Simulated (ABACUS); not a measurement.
# Ge (Fd-3m) in ABACUS: settings compared, part 2 of 2

ABACUS 3.10.1. Earlier steps stand in the parts before.

## (3) Band structure, SOGGA

INPUT

```
INPUT_PARAMETERS
suffix              Ge
calculation         nscf
basis_type          pw
pseudo_dir          ./
symmetry            -1
dft_functional      GGA_X_SOGGA+GGA_C_PBE
ecutwfc             124.0
pseudo_rcut         10
nspin               1
nbands              33
ks_solver           dav
smearing_method     fd
smearing_sigma      0.00367493
scf_thr             1e-08
scf_nmax            100
mixing_type         broyden
mixing_beta         0.7
init_chg            file
pw_diag_thr         1e-07
out_band            1
kpar                4
```

STRU

```
ATOMIC_SPECIES
Ge 72.6300 Ge.upf

LATTICE_CONSTANT
1.8897261246

LATTICE_VECTORS
0.0000000000 2.8289100000 2.8289100000
2.8289100000 0.0000000000 2.8289100000
2.8289100000 2.8289100000 0.0000000000

ATOMIC_POSITIONS
Direct

Ge
0.0
2
0.7500000000 0.7500000000 0.7500000000 1 1 1
0.5000000000 0.5000000000 0.5000000000 1 1 1
```

KPT

```
K_POINTS
12
Line
0.00000000 0.00000000 0.00000000 10 // G
0.50000000 0.00000000 0.50000000 10 // X
0.50000000 0.25000000 0.75000000 10 // W
0.37500000 0.37500000 0.75000000 10 // K
0.00000000 0.00000000 0.00000000 10 // G
0.50000000 0.50000000 0.50000000 10 // L
0.62500000 0.25000000 0.62500000 10 // U
0.50000000 0.25000000 0.75000000 10 // W
0.50000000 0.50000000 0.50000000 10 // L
0.37500000 0.37500000 0.75000000 1 // K
0.62500000 0.25000000 0.62500000 10 // U
0.50000000 0.00000000 0.50000000 1 // X
```

Potentials or basis: PseudoDojo NC SR 0.4 PBEsol stringent, plane waves.

On the command line:

```console
$ OMP_NUM_THREADS=1 mpirun -np 4 abacus > log
```

running log:

```text
ABACUS v3.10.1

               Atomic-orbital Based Ab-initio Computation at UStc

 ------------------------------------------------------------------------------------

 READING GENERAL INFORMATION
                           global_out_dir = OUT.Ge/
                           global_in_card = INPUT
                               pseudo_dir = ./
                              orbital_dir =
                                    DSIZE = 4
                                    GSIZE = 1

 READING UNITCELL INFORMATION
                                    ntype = 1
                  lattice constant (Bohr) = 1.88973
              lattice constant (Angstrom) = 1

 READING ATOM TYPE 1
                               atom label = Ge
                      L=0, number of zeta = 1
                      L=1, number of zeta = 1
                      L=2, number of zeta = 1
             number of atom for this type = 2

                        TOTAL ATOM NUMBER = 2
DIRECT COORDINATES
    atom                   x                   y                   z     mag                  vx                  vy                  vz
taud_Ge1            0.7500000000        0.7500000000        0.7500000000  0.0000        0.0000000000        0.0000000000        0.0000000000
taud_Ge2            0.5000000000        0.5000000000        0.5000000000  0.0000        0.0000000000        0.0000000000        0.0000000000

                          Volume (Bohr^3) = 305.551
                             Volume (A^3) = 45.278

 Lattice vectors: (Cartesian coordinate: in unit of a_0)
                   +0            +2.82891            +2.82891
             +2.82891                  +0            +2.82891
[... 165 lines left out ...]
 k(7/102) Iter steps (avg)=11 threshold=1e-07
 k(8/102) Iter steps (avg)=13 threshold=1e-07
 k(9/102) Iter steps (avg)=13 threshold=1e-07
 k(10/102) Iter steps (avg)=14 threshold=1e-07
 k(11/102) Iter steps (avg)=18 threshold=1e-07
[... 5 lines left out ...]
 k(17/102) Iter steps (avg)=13 threshold=1e-07
 k(18/102) Iter steps (avg)=14 threshold=1e-07
 k(19/102) Iter steps (avg)=13 threshold=1e-07
 k(20/102) Iter steps (avg)=13 threshold=1e-07
 k(21/102) Iter steps (avg)=12 threshold=1e-07
 k(22/102) Iter steps (avg)=13 threshold=1e-07
 k(23/102) Iter steps (avg)=12 threshold=1e-07
 k(24/102) Iter steps (avg)=13 threshold=1e-07
 k(25/102) Iter steps (avg)=13 threshold=1e-07
 k(26/102) Iter steps (avg)=14 threshold=1e-07
[... levels at 26 k points of this process ...]

 Density error is 0.00000000000
                          Error Threshold = 1.00000000000e-07
----------------------------------------------------------
     Energy           Rydberg                 eV
----------------------------------------------------------
 E_KohnSham     -1117.4032088941     -15203.0506044438
 E_KS(sigma->0) -1117.4029463545     -15203.0470324094
 E_Harris       -1117.4032088941     -15203.0506044438
 E_band         -152.1518859466      -2070.1326103195
 E_one_elec     -1013.2049178207     -13785.3601239836
 E_Hartree      492.1170552786       6695.5960347696
 E_xc           -108.6088673427      -1477.6994491868
 E_Ewald        -487.7059539301      -6635.5799219743
 E_entropy(-TS) -0.0005250792        -0.0071440686
 E_descf        0.0000000000         0.0000000000
 E_exx          0.0000000000         0.0000000000
 E_Fermi        0.7582407930         10.3163952409
----------------------------------------------------------

 charge density convergence is achieved
 final etot is -15203.050604 eV
 EFERMI = 10.316395241 eV

 STATE ENERGY(eV) AND OCCUPATIONS    NSPIN == 1
 1/26 kpoint (Cartesian) = 0.0000 0.0000 0.0000 (7119 pws)
       1       -153.136      0.0196078
       2       -153.133      0.0196078
       3       -100.484      0.0196078
       4       -100.484      0.0196078
       5       -100.484      0.0196078
       6       -100.475      0.0196078
[... 200 lines left out ...]
      32        23.6662        0.00000
      33        27.9468        0.00000

[... levels at 20 further k points ...]

 --------------------------------------------
 !FINAL_ETOT_IS -15203.05060444376 eV
 --------------------------------------------

 Output bands in file: OUT.Ge/BANDS_1.dat
```

stdout:

```text
ABACUS
v3.10.1

               Atomic-orbital Based Ab-initio Computation at UStc

 dft_functional readin is: GGA_X_SOGGA+GGA_C_PBE
 dft_functional in pseudopot file is: PBESOL
[... 19 lines left out ...]
 ELEMENT NATOM       XC
 Ge      2
 ---------------------------------------------------------
 Initial plane wave basis and FFT box
 ---------------------------------------------------------
 -------------------------------------------
 NONSELF-CONSISTENT :
 -------------------------------------------
 START CHARGE      : file
 ITER       ETOT/eV          EDIFF/eV         DRHO     TIME/s
 DA1     -1.52030506e+04   0.00000000e+00   0.0000e+00  12.22
```

It took 13 s on 4 MPI ranks of AMD EPYC 9R45 (Zen 5), shared host; peak memory 0.88 GiB.

What came out:

| Property | Result |
| --- | --- |
| Band gap along the path | 0.07 eV, direct |

Levels at the corners of the path, in eV from the Fermi level:
```csv
point,band 18,band 19,band 20,band 21,band 22,band 23,band 24,band 25,band 26,band 27
Γ,-24.59,-12.83,-0.04,-0.04,-0.04,0.03,2.47,2.47,2.47,6.10
X,-24.55,-8.92,-8.92,-3.14,-3.14,0.57,0.57,9.47,9.47,11.47
W,-24.54,-8.82,-8.82,-4.01,-4.01,4.25,4.25,4.54,4.54,10.92
K,-24.53,-9.39,-8.33,-4.45,-2.70,0.99,3.96,7.13,7.31,8.02
Γ,-24.59,-12.83,-0.04,-0.04,-0.04,0.03,2.47,2.47,2.47,6.10
L,-24.56,-10.72,-7.67,-1.45,-1.45,0.09,3.63,3.63,6.84,10.34
U,-24.53,-9.39,-8.33,-4.45,-2.70,0.99,3.96,7.13,7.31,8.02
W,-24.54,-8.82,-8.82,-4.01,-4.01,4.25,4.25,4.54,4.54,10.92
L,-24.56,-10.72,-7.67,-1.45,-1.45,0.09,3.63,3.63,6.84,10.34
K,-24.53,-9.39,-8.33,-4.45,-2.70,0.99,3.96,7.13,7.31,8.02
U,-24.53,-9.39,-8.33,-4.45,-2.70,0.99,3.96,7.13,7.31,8.02
X,-24.55,-8.92,-8.92,-3.14,-3.14,0.57,0.57,9.47,9.47,11.47
```

Caveat: the density is read from an earlier self-consistent run, whose mesh may be coarse; the potentials were made for another functional, which shifts forces and pressure.

## (4) Equation of state, SOGGA, 21.28 Å³/atom (volume scaled by 0.94)

run_abacus.py

```python
"""ABACUS run from a structure file: ASE reads it, the script writes STRU, KPT and INPUT."""
import re
import subprocess
from ase.io import read
from ase.units import Bohr

atoms = read("POSCAR")
atoms = atoms[(-atoms.numbers).argsort(kind="stable")]  # ABACUS lists atoms element by element
pseudo = {'Ge': 'Ge.upf'}
orbital = {}
magmoms = None
kmesh = [6, 6, 6]
params = {
    'suffix': 'Ge',
    'calculation': 'scf',
    'basis_type': 'pw',
    'pseudo_dir': './',
    'symmetry': 1,
    'dft_functional': 'GGA_X_SOGGA+GGA_C_PBE',
    'ecutwfc': 124,
    'pseudo_rcut': 10,
    'nspin': 1,
    'nbands': 27,
    'ks_solver': 'dav',
    'smearing_method': 'fd',
    'smearing_sigma': 0.00367493,
    'scf_thr': 1e-08,
    'scf_nmax': 100,
    'mixing_type': 'broyden',
    'mixing_beta': 0.7,
    'cal_force': 1,
    'cal_stress': 1,
    'kpar': 4,
}

symbols = atoms.get_chemical_symbols()
elements = list(dict.fromkeys(symbols))
lines = ["ATOMIC_SPECIES"] + [f"{e} {atoms.get_masses()[symbols.index(e)]:.4f} {pseudo[e]}" for e in elements]
if orbital:
    lines += ["", "NUMERICAL_ORBITAL"] + [orbital[e] for e in elements]
lines += ["", "LATTICE_CONSTANT", f"{1 / Bohr:.10f}", "", "LATTICE_VECTORS"]
lines += [" ".join(f"{x:.10f}" for x in v) for v in atoms.cell]
lines += ["", "ATOMIC_POSITIONS", "Direct"]
for e in elements:
    lines += ["", e, "0.0", str(symbols.count(e))]
    for i, p in enumerate(atoms.get_scaled_positions(wrap=False)):
        if symbols[i] == e:
            mag = "" if magmoms is None else " mag " + " ".join(str(x) for x in (magmoms[i] if isinstance(magmoms[i], list) else [magmoms[i]]))
            lines.append(" ".join(f"{x:.10f}" for x in p) + " 1 1 1" + mag)
open("STRU", "w").write("\n".join(lines) + "\n")
open("KPT", "w").write("K_POINTS\n0\nGamma\n%d %d %d 0 0 0\n" % tuple(kmesh))
open("INPUT", "w").write("INPUT_PARAMETERS\n" + "".join(f"{k:<20s}{v}\n" for k, v in params.items()))

done = subprocess.run(['mpirun', '-np', '4', 'abacus'])
if done.returncode:
    raise SystemExit(done.returncode)
log = open("OUT.Ge/running_scf.log").read()
print("final energy (eV):", re.findall(r"FINAL_ETOT_IS (\S+)", log))
```

POSCAR

```
Ge
1.0
    0.0000000000      2.7711609388      2.7711609388
    2.7711609388      0.0000000000      2.7711609388
    2.7711609388      2.7711609388      0.0000000000
Ge
2
Direct
    0.7500000000      0.7500000000      0.7500000000
    0.5000000000      0.5000000000      0.5000000000
```

On the command line:

```console
$ OMP_NUM_THREADS=1 python run_abacus.py > log
```

Run time: 6.7 s. Hardware: 4 MPI ranks of AMD EPYC 9R45 (Zen 5), shared host; peak memory 0.56 GiB.

It converged, with:

| Item | Value |
| --- | --- |
| Free energy | -15202.8825 eV |
| Pressure | 4.8 GPa |
| Band gap on the k mesh | 0.33 eV, indirect (least direct gap 0.65 eV) |

Caveat: the potentials were made for another functional, which shifts forces and pressure.

## (5) Equation of state, SOGGA, 22.19 Å³/atom (volume scaled by 0.98)

run_abacus.py is that of step 4.

POSCAR

```
Ge
1.0
    0.0000000000      2.8099234548      2.8099234548
    2.8099234548      0.0000000000      2.8099234548
    2.8099234548      2.8099234548      0.0000000000
Ge
2
Direct
    0.7500000000      0.7500000000      0.7500000000
    0.5000000000      0.5000000000      0.5000000000
```

On the command line:

```console
$ OMP_NUM_THREADS=1 python run_abacus.py > log
```

It took 6.9 s on 4 MPI ranks of AMD EPYC 9R45 (Zen 5), shared host; peak memory 0.56 GiB.

Results (log left out):

```
Free energy            : -15202.9165 eV
Pressure               : 1.3 GPa
Band gap on the k mesh : 0.19 eV, indirect (least direct gap 0.26 eV)
```

Caveat: the potentials were made for another functional, which shifts forces and pressure.

## (6) Equation of state, SOGGA, 23.09 Å³/atom (volume scaled by 1.02)

run_abacus.py is that of step 5.

POSCAR

```
Ge
1.0
    0.0000000000      2.8476450493      2.8476450493
    2.8476450493      0.0000000000      2.8476450493
    2.8476450493      2.8476450493      0.0000000000
Ge
2
Direct
    0.7500000000      0.7500000000      0.7500000000
    0.5000000000      0.5000000000      0.5000000000
```

Potentials or basis: PseudoDojo NC SR 0.4 PBEsol stringent, plane waves.

On the command line:

```console
$ OMP_NUM_THREADS=1 python run_abacus.py > log
```

Wall time 7 s (4 MPI ranks of AMD EPYC 9R45 (Zen 5), shared host); peak memory 0.56 GiB.

Results (log left out):

```
Free energy            : -15202.9159 eV
Pressure               : -1.3 GPa
Band gap on the k mesh : none (metal or under the smearing width)
```

Caveat: the potentials were made for another functional, which shifts forces and pressure.

## (7) Equation of state, SOGGA, 24.00 Å³/atom (volume scaled by 1.06)

run_abacus.py is that of step 6.

POSCAR

```
Ge
1.0
    0.0000000000      2.8843929095      2.8843929095
    2.8843929095      0.0000000000      2.8843929095
    2.8843929095      2.8843929095      0.0000000000
Ge
2
Direct
    0.7500000000      0.7500000000      0.7500000000
    0.5000000000      0.5000000000      0.5000000000
```

On the command line:

```console
$ OMP_NUM_THREADS=1 python run_abacus.py > log
```

Wall time 8.3 s (4 MPI ranks of AMD EPYC 9R45 (Zen 5), shared host); peak memory 0.6 GiB.

The run converged. Its results:

| Quantity | Value |
| --- | --- |
| Free energy | -15202.8889 eV |
| Pressure | -3.5 GPa |
| Band gap on the k mesh | none (metal or under the smearing width) |

Caveat: the potentials were made for another functional, which shifts forces and pressure.

## (8) Equation of state, SOGGA

Potentials or basis: PseudoDojo NC SR 0.4 PBEsol stringent, plane waves.

No new run: the results of the series are fitted here.

Results:

```
Equilibrium volume                      : 22.61 Å³/atom
Bulk modulus                            : 67 GPa
Pressure derivative of the bulk modulus : 5.6 (rough: it moves with the points fitted)
```

Energy against volume, from the lowest point:
| volume (Å³/atom) | energy (meV/atom) |
| --- | --- |
| 21.281 | 16.99 |
| 22.186 | 0.00 |
| 23.092 | 0.28 |
| 23.997 | 13.81 |

Caveat: the potentials were made for another functional, which shifts forces and pressure.

## (9) Comparison with measurements

Step 3. Measured gap of Ge: 0.744 eV (indirect; 0 K; “Temperature-dependent photoluminescence in Ge: experiment and theory”, 2020, arxiv:2003.00143). This calculation gives 0.07 eV (-0.67 eV). 3 values of this kind are on record (0.666 to 0.807 eV); this one was drawn at random among those near their median. Spin-orbit coupling on Ge is left out. The value is that of SOGGA, without temperature or zero-point motion.

Step 8. A measured bulk modulus of Ge is 75.8 GPa (quoted in “Sub-monolayer structures of Ag overlayers on Ge(111): experimental observations and first-principles study”, 2019, arxiv:1908.00180); the calculated 67 GPa misses it by -11.6 %. The fit is for a static lattice scaled at fixed shape and fixed fractional positions.
